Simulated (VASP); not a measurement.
Set up this calculation in VASP 6.6.1, as the native input.

| Quantity | Value |
| --- | --- |
| Task | relaxation of the atoms |
| Functional | PBE |
| Dispersion | D3(BJ) |
| Potentials or basis | VASP PAW PBE potentials, release 64 (Rb_sv, Br) |
| Cutoff | 600 eV |
| k mesh | 8 × 8 × 8 |
| Occupations | gaussian, width 0.03 eV |
| Spin | no spin polarisation |
| Further INCAR settings | ALGO = Fast; EDIFF = 1e-07; IBRION = 2; EDIFFG = -0.01; NSW = 40 |

The structure of RbBr lies in POSCAR:

```
RbBr                                    
1.0
    0.0000000000      3.3989788866      3.3989788866
    3.3989788866      0.0000000000      3.3989788866
    3.3989788866      3.3989788866      0.0000000000
  Rb              Br            
     1     1
Direct
     0.0000000000000000    0.0000000000000000    0.0000000000000000
     0.5000000000000000    0.5000000000000000    0.5000000000000000
```

The cell isn't the ideal one: a relaxed cell with its volume scaled by 0.96.

One way to write it, as run:

INCAR

```
SYSTEM = RbBr
PREC = Accurate
ENCUT = 600
EDIFF = 1E-7
ISMEAR = 0
SIGMA = 0.03
LREAL = .FALSE.
LASPH = .TRUE.
NELM = 80
ALGO = Fast
ISIF = 2
LWAVE = .FALSE.
LCHARG = .FALSE.
GGA = PE
IVDW = 12
IBRION = 2
NSW = 40
EDIFFG = -0.01
```

KPOINTS

```
Automatic mesh
0
G
  8 8 8
  0 0 0
```

Potentials or basis: VASP PAW PBE potentials, release 64 (Rb_sv, Br).

Run with:

```bash
$ cat potpaw_PBE.64/Rb_sv/POTCAR potpaw_PBE.64/Br/POTCAR > POTCAR
$ mpirun -np 1 vasp_std > vasp.out
```

It gave:

```yaml
Pressure_after_relaxing: 0.6 GPa
Band_gap_on_the_k_mesh: 4.43 eV, direct
Dispersion_energy_per_atom: -0.200 eV
```

Caveat: the relaxation stopped at its first step, so nothing moved.

It took 38 s on 1 thread of Intel(R) Xeon(R) Platinum 8375C CPU @ 2.90GHz (Ice Lake), with other jobs on the host, peak memory 0.26 GiB.
